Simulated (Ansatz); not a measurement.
Mo:

```
CELL_PARAMETERS angstrom
-1.58381 1.58381 1.58381
1.58381 -1.58381 1.58381
1.58381 1.58381 -1.58381
ATOMIC_POSITIONS crystal
Mo 0.00000 0.00000 0.00000
```

| Quantity | Value |
| --- | --- |
| Program | Ansatz 0.2.0 |
| Task | relaxation of cell and atoms |
| Functional | LDA |
| Potentials or basis | Ansatz PAW |
| Cutoff | 420 eV |
| Density cutoff | 1680 eV |
| k mesh | 12 × 12 × 12 |
| Occupations | fermi-dirac, width 0.05 eV |
| Spin | no spin polarisation |
| Hubbard terms | Mo d U = 5.3 eV |

At the start: volume 15.89 Å³/atom.

Task: How do energy, volume and symmetry change on relaxing?

Result: Over 4 steps the energy falls by 17.3 meV/atom and the volume is 15.31 Å³/atom (-3.7 %); space group Im-3m (No. 229, to 0.05 Å).

Step by step:
| step | energy change (eV) | largest force (eV/Å) | volume (Å³) |
| --- | --- | --- | --- |
| 1 | 0.0000 | 0.0000 | 15.89 |
| 2 | -0.0170 | 0.0000 | 15.38 |
| 3 | -0.0174 | 0.0000 | 15.31 |
| 4 | -0.0173 | 0.0000 | 15.31 |

Final structure:
```
Mo
1.0
    -1.56426    1.56426    1.56426
     1.56426   -1.56426    1.56426
     1.56426    1.56426   -1.56426
Mo
1
Direct
  0.00000 0.00000 0.00000
```

Caveat: the U is typed as a test and isn't derived for this compound.
